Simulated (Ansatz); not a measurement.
Set up this calculation in Ansatz 0.2.0, as the native input.

* Task: band structure
* Functional: LDA
* Potentials or basis: Ansatz PAW
* Cutoff: 420 eV (not typed: the program's choice for these potentials)
* k mesh: 7 × 7 × 7
* Occupations: fermi-dirac, width 0.05 eV
* Spin: no spin polarisation
* Path: [["G", "X", "M", "G", "R", "X"], ["M", "R"]]
* Points for each segment of the path: 10

The system is Si3N4.

```
CELL_PARAMETERS angstrom
4.13078 0.00000 0.00000
0.00000 4.13078 0.00000
0.00000 0.00000 4.13078
ATOMIC_POSITIONS crystal
Si 0.00000 0.00000 0.50000
Si 0.50000 0.00000 0.00000
Si 0.00000 0.50000 0.00000
N 0.23952 0.23952 0.76048
N 0.76048 0.76048 0.76048
N 0.23952 0.76048 0.23952
N 0.76048 0.23952 0.23952
```

The cell was built by a generator and needn't be a form met in nature.

These files were run (other wordings do the same):

input.yaml

```yaml
crystal:
  lattice:
    - [4.13078, 0.0, 0.0]
    - [0.0, 4.13078, 0.0]
    - [0.0, 0.0, 4.13078]
  atoms:
    - { symbol: Si, position: [0.0, 0.0, 0.5] }
    - { symbol: Si, position: [0.5, 0.0, 0.0] }
    - { symbol: Si, position: [0.0, 0.5, 0.0] }
    - { symbol: "N", position: [0.23952, 0.23952, 0.76048] }
    - { symbol: "N", position: [0.76048, 0.76048, 0.76048] }
    - { symbol: "N", position: [0.23952, 0.76048, 0.23952] }
    - { symbol: "N", position: [0.76048, 0.23952, 0.23952] }
hamiltonian:
  xc: lda
  pseudopotentials: { kind: paw }
kpoints:
  mp_grid: { grid: [7, 7, 7] }
  band_path:
    path:
      - [[0.0, 0.0, 0.0], [0.0, 0.5, 0.0], [0.5, 0.5, 0.0], [0.0, 0.0, 0.0], [0.5, 0.5, 0.5], [0.0, 0.5, 0.0]]
      - [[0.5, 0.5, 0.0], [0.5, 0.5, 0.5]]
    npoints: 10
scf:
  occupations: { method: fermi_dirac, width: 0.05 }
  n_extra_bands: 17
output:
  forces: true
  stress: true
  eigenvalues: true
  fatbands: true
  write_density: true
  write_potential: true
  elf: true
  volumetric_format: npy
```

Potentials or basis: Ansatz PAW.

Command:

```sh
$ ansatz run input.yaml --threads 4 --pin off --max-ram 11264MiB --backend cpu --events-out ev --progress --plain --runs-dir out
```

Results of the run:

* Pressure: -9.3 GPa
* Largest force: 0.308 eV/Å
* Band gap on the k mesh: 2.63 eV, indirect (least direct gap 2.82 eV)
* Band gap along the path: 2.61 eV, indirect (least direct gap 2.82 eV)

Caveat: the pressure holds a Pulay correction of +0.7 GPa for the finite cutoff; the PAW data sets come from PBE, with cores solved anew for the run's functional, which leaves a small shift of forces and pressure.

It took 5 s on 4 threads of Arm Neoverse V1 (shared host), peak memory 0.37 GiB.
